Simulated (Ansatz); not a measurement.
# InSe: the cost of one run

Method: DFT PBE, scalar-relativistic, in Ansatz 0.2.0.

A COD entry behind a cell of this session may itself be a prediction, so a difference from it is no test against experiment.

## 1. Starting point

The structure is trigonal, space group R3m (No. 160). The conventional cell has a = 4.000 Å, b = 4.000 Å, c = 24.950 Å, α = 90.00°, β = 90.00°, γ = 120.00°. In (site symmetry 3m) is surrounded by 3 Se at 2.64 Å and 1 In at 2.80 Å. Se (site symmetry 3m) is surrounded by 3 In at 2.64 Å.

As a file:

```
CELL_PARAMETERS angstrom
2.00000 1.15470 8.31667
-2.00000 1.15470 8.31667
0.00000 -2.30940 8.31667
ATOMIC_POSITIONS crystal
In 0.00000 0.00000 0.00000
In 0.11220 0.11220 0.11220
Se 0.61550 0.61550 0.61550
Se 0.83000 0.83000 0.83000
```

Atoms are numbered in the order of the input: In1, In2, Se3, Se4.

## 2. After the deformation

Space group R3m before, R3m after.

## 3. Full-potential LAPW

File input.yaml:

```yaml
crystal:
  lattice:
    - [1.9599996573, 1.1316063298, 8.31667]
    - [-1.9599996573, 1.1316063298, 8.31667]
    - [0.0, -2.2632126595, 8.31667]
  atoms:
    - { symbol: In, position: [0.0, 0.0, 0.0] }
    - { symbol: In, position: [0.1122, 0.1122, 0.1122] }
    - { symbol: Se, position: [0.6155, 0.6155, 0.6155] }
    - { symbol: Se, position: [0.83, 0.83, 0.83] }
kpoints:
  mp_grid: { grid: [7, 7, 7] }
  band_path:
    path:
      - [0.0, 0.0, 0.0]
      - [-0.5, -0.5, -0.5]
      - [-0.5, -0.1790090928, -0.8209909072]
      - [-0.1790090928, 0.1790090928, -0.5]
      - [0.0, 0.0, -0.5]
      - [0.0, 0.0, 0.0]
      - [0.0, 0.3395045464, -0.3395045464]
      - [-0.3395045464, 0.0, -0.6604954536]
      - [-0.5, 0.0, -0.5]
    npoints: 5
scf:
  occupations: { method: fermi_dirac, width: 0.01 }
hamiltonian:
  xc: pbe
  pseudopotentials: { kind: all_electron, lapw: { basis_error: 0.001 } }
output:
  forces: true
  stress: true
  eigenvalues: true
```

Launch:

```
$ ansatz run input.yaml --threads 1 --pin off --max-ram 4096MiB --backend cpu --events-out ev --progress --plain --runs-dir out
```

Q: Estimate wall time and peak memory on 1 thread of Intel Xeon Platinum 8375C at 2.90GHz (Ice Lake), shared host.

About 1.9 min, with a peak of 0.63 GiB.
